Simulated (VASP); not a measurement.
A run of VASP 6.6.1:

INCAR

```
SYSTEM = Na16F
PREC = Accurate
ENCUT = 520
EDIFF = 1E-7
ISMEAR = -1
SIGMA = 0.15
LREAL = Auto
LASPH = .True.
NELM = 100
ALGO = Fast
ISIF = 2
LWAVE = .False.
LCHARG = .True.
GGA = PE
LELF = .True.
LVHAR = .True.
NBANDS = 74
```

The input KPOINTS:

```
Automatic mesh
0
Gamma
  2 2 2
  0 0 0
```

Contents of POSCAR:

```
Na16F
1.0
    8.4600000000      0.0000000000      0.0000000000
    0.0000000000      8.4600000000      0.0000000000
    0.0000000000      0.0000000000      8.4600000000
Na F
16 1
Direct
    0.0064184397     -0.0621276596     -0.0713947991
    0.4795981087     -0.0235697400     -0.0281560284
   -0.0421749409      0.4995626478      0.0374940898
    0.0414302600     -0.0053546099      0.5414302600
    0.2649408983      0.3103782506      0.2048463357
    0.5380851064      0.5309574468     -0.0695626478
    0.4796453901     -0.0315721040      0.3912293144
    0.7380378251      0.1254137116      0.2478841608
    0.0284515366      0.5206855792      0.5650591017
    0.2124231678      0.7465721040      0.2869267139
    0.2401418440      0.2622931442      0.7427659574
    0.5029196217      0.4279314421      0.4441725768
    0.7330260047      0.7711583924      0.2578368794
    0.8449054374      0.1667494090      0.8413002364
    0.2742198582      0.7151182033      0.7368321513
    0.7193380615      0.7090425532      0.7046217494
    0.8860283688     -0.0596335697      0.7068203310
```

Potentials or basis: VASP PAW PBE potentials, release 64 (Na_pv, F).

Run with:

```sh
$ cat potpaw_PBE.64/Na_pv/POTCAR potpaw_PBE.64/F/POTCAR > POTCAR
$ mpirun -np 1 vasp_std > vasp.out
```

Hardware: 1 thread of Intel(R) Xeon(R) Platinum 8488C (Sapphire Rapids) (shared host).

Task: Estimate the wall time of this run.

Result: It took 7.5 min on 1 thread of Intel(R) Xeon(R) Platinum 8488C (Sapphire Rapids), on a shared host, peak memory 0.64 GiB. Counts: scf iterations 28, k points 8.
